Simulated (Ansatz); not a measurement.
Start of a relaxation of La2O3:

```xyz
5
Lattice="-1.9485 3.2562 4.1719 1.9485 -3.2562 4.1719 1.9485 3.2562 -4.1719" Properties=species:S:1:pos:R:3 pbc="T T T"
La    1.9485    0.0000    1.8697
La    0.0000    3.2562    2.3022
O     0.0000    5.1811    0.0000
O     0.0000    0.0000    4.1719
O     0.0000    1.3314    0.0000
```

The calculation used DFT PBE, scalar-relativistic, plane waves, PAW in Ansatz. Cutoff 420 eV, Gaussian smearing, Γ-centred meshes. Cell and atoms relax first on a coarse mesh and then on a converged one. In between, the cell is made exact in the group found at 0.06 Å. The steps can't lower the symmetry of their start. No spin polarisation.

A guess keeps its type if space group and coordination stay and the shape of the cell changes little (axis ratios within about 15 %, angles within 6°); the volume may change.

Q: Does this structure survive the relaxation?

A: It doesn't keep its type. The symmetry stays Immm (No. 71). The volume per atom shrinks by 26.7 %, from 21.2 to 15.5 Å³. The shortest distance goes from 2.66 Å (O–O) to 2.39 Å (La–O). Counting neighbours within 15 % of an atom's shortest distance, the start has La 8, O 8/9 and the end La 8, O 4/9. In detail, at the end La is surrounded by 2 O at 2.39 Å and 6 O at 2.68–2.71 Å; around O on a site of symmetry mm2 lie 6 La at 2.68–2.71 Å and 3 O at 2.68–2.79 Å; O on a site of symmetry mmm is surrounded by 4 La at 2.39 Å and 4 O at 2.79 Å.

```
La O
1.0
    -1.77578    3.13378    3.48863
     1.77578   -3.13378    3.48863
     1.77578    3.13378   -3.48863
La O
2 3
Direct
  0.75420 0.50000 0.25420
  0.24580 0.50000 0.74580
  0.80811 0.80811 0.00000
  0.50000 0.00000 0.50000
  0.19189 0.19189 0.00000
```

Energies over the elements count from the elements' standard structures at the same level (O₂ as a molecule), with no fitted energy shifts.

Q: At what energy does it end?

A: −2.912 eV/atom. It lies below the elements, which doesn't yet make it stable against other compounds or structures.

The last run used a 12×12×12 mesh for its 5-atom cell and Gaussian smearing of 0.02 eV. A structure relaxed within its symmetry needn't be a true minimum.

In counts of neighbours, a slash parts the counts of unlike sites.
